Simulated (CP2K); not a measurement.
Crystal: CuO.

```
CELL_PARAMETERS angstrom
2.98818 0.00000 0.00000
1.13460 2.57764 0.00000
1.49075 0.90810 5.20816
ATOMIC_POSITIONS crystal
Cu 0.45623 0.53069 0.48541
Cu 0.97428 0.98587 0.02436
O 0.80166 0.74472 0.73928
O 0.26782 0.23873 0.25095
```

The cell comes from a database or a generator and needn't be the stable form of this composition.

The cell isn't the ideal one: all atoms moved at random.

Base run:

```yaml
Program: CP2K 2026.2
Functional: PBE
Potentials_or_basis: POTENTIAL_UZH Cu GTH-PBE-q11, O GTH-PBE-q6; ccGRB-D basis
Density_cutoff: 9524 eV
k_mesh: 10 × 10 × 5
Occupations: fermi-dirac, width 0.05 eV
Spin: no spin polarisation
```

Its results: band gap on the k mesh none (metal or under the smearing width); pressure 0.9 GPa; largest force 1.986 eV/Å.

The run is repeated on the same cell with these changes: potentials or basis from POTENTIAL_UZH Cu GTH-PBE-q11, O GTH-PBE-q6; ccGRB-D basis to POTENTIAL_UZH Cu GTH-PBE-q11, O GTH-PBE-q6; DZVP-MOLOPT-PBE-GTH basis; basis sets from Cu ccGRB-D-q11, O ccGRB-D-q6 to Cu DZVP-MOLOPT-PBE-GTH-q11, O DZVP-MOLOPT-PBE-GTH-q6. What comes out?

Band gap on the k mesh none (metal or under the smearing width); pressure -0.9 GPa; largest force 1.795 eV/Å.

Caveats: the basis of atomic orbitals isn't converged, which shifts pressures, moduli and gaps; the run has no spin polarisation, though such a crystal can be magnetic; semilocal functionals often make such compounds metallic where correlation or magnetic order opens a gap, which also shifts bond lengths; forces of over 1 eV/Å show positions far from the minimum, so gaps and moduli don't describe the material at rest.
